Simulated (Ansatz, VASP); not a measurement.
# Two plane-wave programs on In

```xyz
2
Lattice="3.3189 0.0000 0.0000 -1.6594 2.8742 0.0000 0.0000 0.0000 5.3694" Properties=species:S:1:pos:R:3 pbc="T T T"
In    0.0000    1.9162    1.3424
In    1.6594    0.9581    4.0271
```

Alike in both runs: functional PBEsol; k mesh 6 × 6 × 4; occupations gaussian, width 0.1 eV; no spin polarisation.

Ansatz relaxed the structure, and its values are those at the end. VASP's run is a single point on that final structure, the one shown.

|  | VASP | Ansatz |
| --- | --- | --- |
| version | VASP 6.6.1 | Ansatz 0.2.0 |
| potentials or method | VASP PAW PBE potentials, release 64 (In_d) | scalar-relativistic, plane waves, PAW |
| plane-wave cutoff (eV) | 520 | 420 |
| valence electrons in the cell | 26 | 26 |

```tsv
	VASP	Ansatz	Ansatz less VASP
gap on the k mesh at the Fermi level (eV)	none	none	-
pressure (GPa)	-0.1	-0.1	+0.02
```

A gap of «none» marks a metal or a gap that the smearing closes.

Caveats: the k mesh is coarse (spacing up to 0.36 Å⁻¹), so the values aren't converged; the PAW data sets were made with another functional, which shifts forces and pressure a little (VASP).
